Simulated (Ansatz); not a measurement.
Cu2ZnSnS4 in the stannite structure, relaxed with r2SCAN. The symmetry is I-42m (No. 121, tetragonal); a = 5.404 Å, c = 10.854 Å in the conventional setting, 19.81 Å³ an atom. Cu is surrounded by 4 S at 2.30 Å; Zn is surrounded by 4 S at 2.35 Å; Sn is surrounded by 4 S at 2.44 Å; S is surrounded by 2 Cu at 2.30 Å and 1 Zn at 2.35 Å and 1 Sn at 2.44 Å.

```cif
data_structure
_symmetry_space_group_name_H-M 'I-42m'
_symmetry_Int_Tables_number 121
_cell_length_a 5.4043
_cell_length_b 5.4043
_cell_length_c 10.8544
_cell_angle_alpha 90.000
_cell_angle_beta 90.000
_cell_angle_gamma 90.000
_cell_volume 317.02
loop_
_atom_site_label
_atom_site_type_symbol
_atom_site_symmetry_multiplicity
_atom_site_Wyckoff_symbol
_atom_site_fract_x
_atom_site_fract_y
_atom_site_fract_z
_atom_site_occupancy
Cu1 Cu 4 d 0.00000 0.50000 0.25000 1
Zn1 Zn 2 a 0.00000 0.00000 0.00000 1
Sn1 Sn 2 b 0.50000 0.50000 0.00000 1
S1 S 8 i 0.75757 0.75757 0.13285 1
```

The questions ask for values computed with the PAW code Ansatz on this geometry. The calculation is non-magnetic, and the structure need not be a phase that has been made.

Given (6×6×6 mesh): With r2SCAN the gap is 0.33 eV and direct, at Γ.

(1) What does PBE give for the gap (6×6×6 mesh)?

(2) How does the gap change from r2SCAN to HSE06 (4×4×4)?

(3) How do the levels compare, in gap and in cost?

## Answers

(1) The PBE gap is direct at Γ: 0.06 eV. (This is within a few times the smearing of 0.02 eV, so the filling near the edges can be smeared.) The gap differs by -0.27 eV from r2SCAN's.

(2) The HSE06 gap is direct at Γ: 1.16 eV. The gap differs by +0.83 eV from r2SCAN's.

(3) r2SCAN covers 25 % of the step from PBE to HSE06, while HSE06 needs about 11 times r2SCAN's cost (on a coarser mesh). The levels disagree on the kind of gap: direct with PBE, r2SCAN, HSE06, PBE0; zero gap with LDA.

Gaps or overlaps of about a tenth of an eV are at the limit of these meshes: between the points read a gap can be smaller or closed.

The meshes of the hybrids are coarse, so their gaps aren't converged to the digits shown.

Gaps under 0.1 eV (PBE, PBE+SOC) can't be told from a closed one: the bands may be in normal order or already inverted, which a gap's size doesn't show.
